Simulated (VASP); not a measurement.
Set up this calculation in VASP 6.6.1, as the native input.

```
Task                   : single point
Functional             : r2SCAN
Potentials or basis    : VASP PAW PBE potentials, release 64 (Ag)
Cutoff                 : 520 eV
k mesh                 : 26 × 26 × 26
Occupations            : gaussian, width 0.1 eV
Spin                   : no spin polarisation
Dipole correction      : no
Further INCAR settings : ALGO = Normal; EDIFF = 1e-07; NBANDS = 12
```

The system is Ag.

```xyz
1
Lattice="-1.4503 1.4503 2.0535 1.4503 -1.4503 2.0535 1.4503 1.4503 -2.0535" Properties=species:S:1:pos:R:3 pbc="T T T"
Ag    0.0000    0.0000    0.0000
```

The cell was built by a generator and needn't be a form met in nature.

The input as run:

POSCAR

```
Ag
1.0
   -1.4502727338      1.4502727338      2.0534790331
    1.4502727338     -1.4502727338      2.0534790331
    1.4502727338      1.4502727338     -2.0534790331
Ag
1
Direct
    0.0000000000      0.0000000000      0.0000000000
```

INCAR.step1

```
PREC     = Accurate       # precision mode
ENCUT    = 520            # plane-wave cutoff, eV
ISMEAR   = 0              # smearing method
SIGMA    = 0.1            # smearing width, eV
LREAL    = F              # projectors in reciprocal space
LASPH    = T              # aspherical terms in the spheres
NELM     = 100            # most SCF steps
NBANDS   = 12             # bands
GGA      = PE             # functional
ALGO     = Normal         # electronic algorithm
EDIFF    = 1E-4           # SCF threshold, eV
LWAVE    = T              # write WAVECAR
LCHARG   = F              # write CHGCAR
```

INCAR.step2

```
PREC     = Accurate       # precision mode
ENCUT    = 520            # plane-wave cutoff, eV
EDIFF    = 1E-7           # SCF threshold, eV
ISMEAR   = 0              # smearing method
SIGMA    = 0.1            # smearing width, eV
LREAL    = F              # projectors in reciprocal space
LASPH    = T              # aspherical terms in the spheres
NELM     = 100            # most SCF steps
ALGO     = Normal         # electronic algorithm
ISIF     = 2              # what is computed and relaxed
LWAVE    = F              # write WAVECAR
LCHARG   = T              # write CHGCAR
METAGGA  = R2SCAN         # meta-GGA
LMIXTAU  = T            
LELF     = T              # ELF
LVHAR    = T            
NBANDS   = 12             # bands
ISTART   = 1
```

KPOINTS

```
Automatic mesh
0
Gamma
  26 26 26
```

Potentials or basis: VASP PAW PBE potentials, release 64 (Ag).

Run with:

```sh
$ cat potpaw_PBE.64/Ag/POTCAR > POTCAR
$ cp INCAR.step1 INCAR
$ mpirun -np 1 vasp_std > vasp.out
$ cp INCAR.step2 INCAR
$ mpirun -np 1 vasp_std > vasp.out
```

Results of the run:

| Item | Value |
| --- | --- |
| Pressure | 0.1 GPa |
| Band gap on the k mesh | none (metal or under the smearing width) |

Caveat: the PAW data sets were made with another functional, which shifts forces and pressure a little.

Run time: 12 min on 1 thread of AMD EPYC 9R45 96-Core Processor (Zen 5), with other jobs on the host, peak memory 0.34 GiB.
